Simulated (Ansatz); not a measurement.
Method: DFT PBE, scalar-relativistic, plane waves, PAW (Ansatz). Settings: cutoff 420 eV, Γ-centred meshes spaced at most about 0.3 Å⁻¹, and about 0.25 Å⁻¹ or finer for metals (2π included), Gaussian smearing. No spin polarisation.

Each guess is relaxed in cell and atoms at zero pressure, on a coarse mesh first where it starts far from rest and then on a converged one. The steps can't lower the symmetry of the start, but it can rise. Energies are static (0 K, no zero-point motion).

Two unrelaxed guesses for Mg2H3:

Guess 1.

```cif
data_structure
_symmetry_space_group_name_H-M 'P-31m'
_symmetry_Int_Tables_number 162
_cell_length_a 4.6504
_cell_length_b 4.6504
_cell_length_c 4.2856
_cell_angle_alpha 90.000
_cell_angle_beta 90.000
_cell_angle_gamma 120.000
_cell_volume 80.26
loop_
_atom_site_label
_atom_site_type_symbol
_atom_site_symmetry_multiplicity
_atom_site_Wyckoff_symbol
_atom_site_fract_x
_atom_site_fract_y
_atom_site_fract_z
_atom_site_occupancy
Mg1 Mg 2 c 0.33333 0.66667 0.00000 1
Mg2 Mg 1 b 0.00000 0.00000 0.50000 1
Mg3 Mg 1 a 0.00000 0.00000 0.00000 1
H1 H 6 k 0.33340 0.00000 0.25000 1
```

Guess 2.

```cif
data_structure
_symmetry_space_group_name_H-M 'P6/mmm'
_symmetry_Int_Tables_number 191
_cell_length_a 3.2980
_cell_length_b 3.2980
_cell_length_c 5.3632
_cell_angle_alpha 90.000
_cell_angle_beta 90.000
_cell_angle_gamma 120.000
_cell_volume 50.52
loop_
_atom_site_label
_atom_site_type_symbol
_atom_site_symmetry_multiplicity
_atom_site_Wyckoff_symbol
_atom_site_fract_x
_atom_site_fract_y
_atom_site_fract_z
_atom_site_occupancy
Mg1 Mg 2 e 0.00000 0.00000 0.29300 1
H1 H 3 g 0.50000 0.00000 0.50000 1
```

**Question.** Do they relax into the same structure? If not, which is lower?

**Answer.** No. Guess 1 ends lower, by 0.57 eV/atom. Guess 1: P-31m at 8.0 Å³/atom → P-31m at 20.3 Å³/atom; Guess 2: P6/mmm at 10.1 Å³/atom → P6/mmm at 11.3 Å³/atom. Counting H atoms around Mg (those within 1.25 times the shortest such distance or 1.15 times the sum of covalent radii; the shortest distance is added where it is long for a bond; a slash parts the counts of unlike sites), the end of guess 1 has Mg 6/6 from 3.8 Å and the end of guess 2 has Mg 6. End of guess 1. Conventional cell: a = 5.213 Å, c = 8.607 Å. Around Mg on a site of symmetry 32 lie 6 H at 1.97 Å; Mg on a site of symmetry -3m is surrounded by 6 H at 3.79 Å and 2 Mg at 4.30 Å; H has 3 Mg at 1.97 Å, 3 H at 2.55–2.56 Å, 6 H at 3.01 Å, 3 Mg at 3.60 Å and 1 Mg at 3.79 Å; 1 more site not described. End of guess 2. Conventional cell: a = 3.320 Å, c = 5.921 Å. Mg has 6 H at 2.23 Å; H has 4 H at 1.66 Å and 4 Mg at 2.23 Å.

Ends held by symmetry can be saddle points. Neither end is the lowest form computed: that has the La2O3 (A sesquioxide) type, space group P-3m1 (No. 164) and lies 22 meV/atom below the better end. No dispersion correction is applied, so the spacing and binding between layers, chains or molecules are poorly described (P-31m), and this can change margins and order among such cells. With hydrogen, zero-point motion can shift such differences by 10 meV/atom or more. Some types were kept out of the candidates beforehand, so the set may lack a known form.
